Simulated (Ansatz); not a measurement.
**LDA, PBE, PBEsol and r²SCAN on Na**

```
CELL_PARAMETERS angstrom
3.76700 0.00000 0.00000
-1.88350 3.26232 0.00000
0.00000 0.00000 6.15400
ATOMIC_POSITIONS crystal
Na 0.33333 0.66667 0.25000
Na 0.66667 0.33333 0.75000
```

Atoms are numbered in the order listed.

The conventional cell has a = 3.767 Å, b = 3.767 Å, c = 6.154 Å, α = 90.00°, β = 90.00°, γ = 120.00°. Na (atom 1) is surrounded by 12 Na at 3.77 Å.

The cell is a measured one (Crystallography Open Database entry 9011000); the temperature and pressure of the measurement aren't taken into account, and nothing was relaxed.

One fixed cell is solved with several functionals by frozen-core PAW in Ansatz 0.2.0, scalar-relativistically. A positive pressure means that the functional wants a larger cell.

The PAW files were made with PBE; their cores are remade for each functional.

The runs use a Γ-centred 11×11×6 k mesh, Fermi–Dirac smearing of 0.05 eV, cutoff 420 eV, no spin polarisation.

Cutoffs: PBE 420 eV, LDA 420 eV, PBEsol 420 eV, r²SCAN 500 eV.

```json
{"setting": "PBE", "P (GPa)": "?", "lowest level at Γ above −25 eV, from the valence-band top or, without a gap, the Fermi level (eV)": "-24.96"}
{"setting": "LDA", "P (GPa)": "-0.89", "lowest level at Γ above −25 eV, from the valence-band top or, without a gap, the Fermi level (eV)": "-25.00"}
{"setting": "PBEsol", "P (GPa)": "-0.27", "lowest level at Γ above −25 eV, from the valence-band top or, without a gap, the Fermi level (eV)": "-24.85"}
{"setting": "r²SCAN", "P (GPa)": "0.00", "lowest level at Γ above −25 eV, from the valence-band top or, without a gap, the Fermi level (eV)": "?"}
```

Q: What belongs in the row "r²SCAN", column "lowest level at Γ above −25 eV, from the valence-band top or, without a gap, the Fermi level (eV)"?

A: -3.48.

Q: Fill in "P (GPa)" for the row "PBE".

A: -0.14.
